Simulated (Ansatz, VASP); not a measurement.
# PtS2: VASP beside Ansatz

Contents of INCAR:

```
  PREC = Accurate
  ENCUT = 520
  EDIFF = 1E-8
  ISMEAR = 0
  SIGMA = 0.02
  LREAL = F
  LASPH = T
  NELM = 80
  ALGO = Normal
  ISIF = 2
  LWAVE = F
  LCHARG = F
  GGA = PE
  LEFG = T
```

The input KPOINTS:

```
regular mesh
0
Gamma
  9 9 5
```

File POSCAR:

```
PtS2
1.0
    3.5432000000      0.0000000000      0.0000000000
   -1.7716000000      3.0685012107      0.0000000000
    0.0000000000      0.0000000000      5.0388000000
Pt S
1 2
Direct
    0.0000000000      0.0000000000      0.0000000000
    0.6666666667      0.3333333333      0.7730000000
    0.3333333333      0.6666666667      0.2270000000
```

input.yaml

```yaml
crystal:
  lattice:
    - [3.5432, 0.0, 0.0]
    - [-1.7716, 3.0685012107, 0.0]
    - [0.0, 0.0, 5.0388]
  atoms:
    - { symbol: Pt, position: [0.0, 0.0, 0.0] }
    - { symbol: S, position: [0.6666666667, 0.3333333333, 0.773] }
    - { symbol: S, position: [0.3333333333, 0.6666666667, 0.227] }
hamiltonian:
  xc: pbe
  pseudopotentials: { kind: paw }
kpoints:
  mp_grid: { grid: [9, 9, 5] }
scf:
  occupations: { method: gaussian, width: 0.02 }
output:
  forces: true
  stress: true
  eigenvalues: true
```

Alike in both runs: functional PBE; k mesh 9 × 9 × 5; occupations gaussian, width 0.02 eV; no spin polarisation.

```csv
,VASP,Ansatz
version,VASP 6.6.1,Ansatz 0.2.0
potentials or method,"VASP PAW PBE potentials, release 64 (Pt, S)",Ansatz PAW
plane-wave cutoff (eV),520,420
valence electrons in the cell,22,30
task,electric field gradients,single point
```

|  | VASP | Ansatz | Ansatz less VASP |
| --- | --- | --- | --- |
| gap on the k mesh at the Fermi level (eV) | 1.03 | 1.02 | -0.015 |
| least direct gap on the mesh (eV) | 1.08 | 1.07 | -0.009 |
| pressure (GPa) | 11.1 | 11.6 | +0.51 |
| largest component of the traceless stress (GPa) | 0.99 | 1.17 | +0.185 |
| rms of the force components (eV/Å) | 0.572 | 0.592 | +0.0206 |

Atom by atom the forces differ by 0.021 eV/Å (rms over components). With one functional, cell and mesh, what is left measures potentials, basis and numerics. The two sets of potentials don't hold the same shells in valence.

Caveats: spin-orbit coupling is left out, which moves the levels of the heavy elements; forces of over 1 eV/Å show positions far from the minimum, so gaps and moduli don't describe the material at rest; an odd mesh through Γ misses points on the zone boundary, where band edges often lie (VASP); odd divisions of the mesh miss points on the zone boundary, where band edges often lie, so the gap on the mesh can be too wide (Ansatz). A hybrid or GW would open this gap; PBE tends to underestimate it.
